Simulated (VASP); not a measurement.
# InSe: single point with PBE+D3(BJ)

The system is InSe.

```
In Se
1.0
     0.00000    2.71187    2.71187
     2.71187    0.00000    2.71187
     2.71187    2.71187    0.00000
In Se
1 1
Direct
  0.00000 0.00000 0.00000
  0.50000 0.50000 0.50000
```

The cell was built by a generator and needn't be a form met in nature.

```
Program                : VASP 6.6.1
Task                   : single point
Functional             : PBE
Dispersion             : D3(BJ)
Potentials or basis    : VASP PAW PBE potentials, release 64 (In_d, Se)
Cutoff                 : 520 eV
k mesh                 : 14 × 14 × 14
Occupations            : gaussian, width 0.05 eV
Spin                   : no spin polarisation
Dipole correction      : no
Further INCAR settings : ALGO = Normal; EDIFF = 1e-07; NBANDS = 16
```

```json
{"Pressure": "20.9 GPa", "Band gap on the k mesh": "none (metal or under the smearing width)", "Dispersion energy per atom": "-0.446 eV"}
```

Levels at points of the mesh, in eV from the Fermi level:
```csv
k point,band 7,band 8,band 9,band 10,band 11,band 12,band 13,band 14
"(0.00, 0.00, 0.00)",-3.15,-3.15,-3.15,-2.36,5.94,5.94,5.94,7.11
"(0.50, 0.00, 0.00)",-9.08,-2.65,-2.65,0.25,2.06,2.06,3.65,9.48
"(0.50, 0.50, 0.00)",-7.70,-5.12,-5.12,-4.24,2.32,8.44,8.44,8.52
```

Wall time 41 s on 1 thread of Intel(R) Xeon(R) 6975P-C (Granite Rapids), with other jobs on the host, peak memory 0.22 GiB.

Caveat: so large a pressure means that the cell lies far from this level's equilibrium, or that cutoff or potentials fall short; pairwise dispersion overbinds metals, which lowers pressure and volume.
